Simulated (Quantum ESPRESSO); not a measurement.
TiC:

```
Ti C
1.0
     0.00000    2.16572    2.16572
     2.16572    0.00000    2.16572
     2.16572    2.16572    0.00000
Ti C
1 1
Direct
  0.00000 0.00000 0.00000
  0.50000 0.50000 0.50000
```

The cell is a database's computed one.

Program: Quantum ESPRESSO 7.5. Alike in all runs: no spin polarisation; cell as given; smearing fermi-dirac 0.05 eV.

**Question.** Order these runs on this cell by their pressure, lowest first.
A. level PBEsol+U; potentials or basis SSSP 1.3 efficiency PBE; U Ti d U = 5 eV; k mesh 11 × 11 × 11; cutoff (eV) 748; hubbard projectors ortho-atomic; mixing beta 0.3; SCF threshold 4e-10 Ry; dos occupations tetrahedra_opt
B. level PBEsol+U; potentials or basis SSSP 1.3 efficiency PBE; U Ti d U = 6 eV; k mesh 11 × 11 × 11; cutoff (eV) 748; hubbard projectors ortho-atomic; mixing beta 0.3; SCF threshold 4e-10 Ry; dos occupations tetrahedra_opt
C. level PBEsol+U; potentials or basis SSSP 1.3 efficiency PBE; U Ti d U = 2 eV; k mesh 11 × 11 × 11; cutoff (eV) 748; hubbard projectors ortho-atomic; mixing beta 0.3; SCF threshold 4e-10 Ry; dos occupations tetrahedra_opt
D. level r2SCAN; potentials or basis SG15 PBE 1.2; k mesh 8 × 8 × 8; cutoff (eV) 1197; mixing beta 0.5; SCF threshold 1e-08 Ry; symmetry off
E. level PBEsol+U; potentials or basis SSSP 1.3 efficiency PBE; U Ti d U = 8 eV; k mesh 11 × 11 × 11; cutoff (eV) 748; hubbard projectors ortho-atomic; mixing beta 0.3; SCF threshold 4e-10 Ry; dos occupations tetrahedra_opt

**Answer.** C (-3.1 GPa), D (-0.7 GPa), A (3.2 GPa), B (5.5 GPa), E (10.8 GPa).

Caveats: the potentials were made for another functional, which shifts forces and pressure; U without spin polarisation on a metal has little footing (some runs); the U is typed as a test and isn't derived for this compound (some runs).

Runs at the PBE level aren't shown here.
